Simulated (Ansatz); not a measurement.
The reference is CdF$_{2}$ in the fluorite structure (space group Fm-3m, No. 225; a = 5.384 Å). Axes: x, y, z lie along the cube axes.

Method: PBEsol (Ansatz, an electronic-structure program, PAW, no SOC).

One thing is altered: uniaxial strain ε_zz = −0.50 %, all other strain components held at zero, atoms relaxed at fixed cell.

Problem. Predict the stress tensor and what it implies for the stiffness.

Solution. Stress of the strained cell less that of the base (GPa, compression positive):
```
   0.36    0.00    0.00
   0.00    0.36    0.00
   0.00    0.00    0.92
```

Then −Δσ_ii/ε with ε = -0.0050 gives relaxed-ion elastic constants: C33 ≈ 184 GPa, C13 ≈ 73 GPa and C23 ≈ 73 GPa.

Stability against distortions was not tested.
